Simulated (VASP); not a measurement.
Si:

```
CELL_PARAMETERS angstrom
0.00000 2.72212 2.65407
2.72212 0.00000 2.65407
2.72212 2.72212 0.00000
ATOMIC_POSITIONS crystal
Si 0.00000 0.00000 0.00000
Si 0.25000 0.25000 0.25000
```

The cell isn't the ideal one: uniaxial_z strain -2.5%.

Base run:

* Program: VASP 6.6.1
* Functional: HSE06
* Potentials or basis: VASP PAW PBE potentials, release 64 (Si)
* Cutoff: 520 eV
* k mesh: 6 × 6 × 6
* Occupations: gaussian, width 0.01 eV
* Spin: no spin polarisation

Its results: band gap on the k mesh 0.99 eV, indirect (least direct gap 3.15 eV); pressure 2.0 GPa.

Task: The run is repeated on the same cell with these changes: functional from HSE06 to r2SCAN; k mesh from 6 × 6 × 6 to 8 × 8 × 8. What comes out?

Result: Band gap on the k mesh 0.50 eV, indirect (least direct gap 2.58 eV); pressure 2.3 GPa.

Several settings changed at once, so the effect can't be laid on one alone.

Caveats: the PAW data sets were made with another functional, which shifts forces and pressure a little.

A k mesh can miss the band edges.
